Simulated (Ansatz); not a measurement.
We consider wurtzite BeO, described by PBEsol (plane waves, PAW; Ansatz, a quantum-chemistry and plane-wave program).

Settings: plane-wave cutoff 520 eV, 18×18×8 k mesh (along the axes of the cell as run), Fermi–Dirac smearing 0.01 eV, scalar-relativistic PAW data made under PBE.

Energies at three volumes about the minimum:

```json
[
 {"V (Å³/atom)": "6.727", "E − E_lowest (meV/atom)": "1.93"},
 {"V (Å³/atom)": "6.865", "E − E_lowest (meV/atom)": "0.00"},
 {"V (Å³/atom)": "7.002", "E − E_lowest (meV/atom)": "1.80"}
]
```

### Question
Fit a parabola by hand: where is the minimum, and what is the bulk modulus?

### Answer
Slopes: (0.00 − 1.93)/(6.865 − 6.727) = -13.986 and (1.80 − 0.00)/(7.002 − 6.865) = 13.139 meV/Å³. Curvature E″ = 2 × (13.139 − (-13.986))/(7.002 − 6.727) = 197.273 meV/Å⁶. From the middle of the first interval, the slope vanishes at V0 = 6.7960 − (-13.986)/197.273 = 6.867 Å³/atom. B = V0 E″ = 6.867 × 197.273 meV/Å³ × 0.1602 GPa per meV/Å³ = 217 GPa. The full Birch–Murnaghan fit to all volumes gives V0 = 6.865 Å³/atom and B0 = 218 GPa.

Shape and atoms are relaxed at each volume.

Measured, for comparison: bulk modulus 212 GPa (room temperature, no zero-point or thermal correction, K' fixed at 4, sources range from 212 to 224; as tabulated in High-pressure and high-temperature crystal chemistry of beryllium oxide (Scilit …). Computed less measured: bulk modulus +2.8 % (inside the range of the sources held). A static lattice is as a rule a little smaller and stiffer than an uncorrected measurement, which can account for part of this in the bulk modulus.
